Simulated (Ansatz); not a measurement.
**Two-dimensional strain map in ZnO**

The calculation used DFT PBEsol, scalar-relativistic, plane waves, PAW in Ansatz 0.2.0. Cutoff 420 eV, Γ-centred 9×9×4 k-points, Gaussian smearing of 0.05 eV. No spin polarisation. Energies are free energies at this smearing, counted from the undisturbed cell; pressure is positive in compression.

Zero of the scan (as given, not relaxed at this level; it stands at -4.5 GPa; this form isn't the usual structure):

```xyz
4
Lattice="3.2880 0.0000 0.0000 -1.6440 2.8475 0.0000 0.0000 0.0000 7.1304" Properties=species:S:1:pos:R:3 pbc="T T T"
Zn    0.0000    0.0000    5.3478
Zn    0.0000    0.0000    1.7826
O     0.0000    1.8983    1.7826
O     1.6440    0.9492    5.3478
```

The cell holds layers and no dispersion correction was added, so their binding is poorly described.

The cell is strained by p along both x and y and by q along z, fractional coordinates fixed. Points are written (p, q).

Energy above the undisturbed cell in meV/atom (a dash: not computed):

| p \ q | -0.030 | -0.015 | 0.000 | 0.015 | 0.030 |
| --- | --- | --- | --- | --- | --- |
| -0.030 | -2.8 | -1.7 | -0.6 | 0.5 | 1.6 |
| -0.015 | -12.9 | – | -10.6 | – | -8.3 |
| 0.000 | -2.5 | -1.2 | 0.0 | 1.2 | 2.4 |
| 0.015 | 25.6 | – | 28.2 | – | 30.7 |
| 0.030 | 68.6 | 70.0 | 71.4 | 72.7 | 74.0 |

Pressure in GPa:

```csv
p \ q,-0.030,-0.015,0.000,0.015,0.030
-0.030,4.6,4.5,4.4,4.4,4.3
-0.015,-0.4,–,-0.4,–,-0.4
0.000,-4.6,-4.6,-4.5,-4.4,-4.4
0.015,-8.1,–,-7.9,–,-7.6
0.030,-10.9,-10.7,-10.6,-10.4,-10.3
```

Gap on the k-mesh in eV:

| p \ q | -0.030 | -0.015 | 0.000 | 0.015 | 0.030 |
| --- | --- | --- | --- | --- | --- |
| -0.030 | 0.73 | 0.75 | 0.76 | 0.78 | 0.79 |
| -0.015 | 0.73 | – | 0.76 | – | 0.80 |
| 0.000 | 0.71 | 0.73 | 0.75 | 0.77 | 0.79 |
| 0.015 | 0.69 | – | 0.73 | – | 0.78 |
| 0.030 | 0.65 | 0.67 | 0.70 | 0.72 | 0.75 |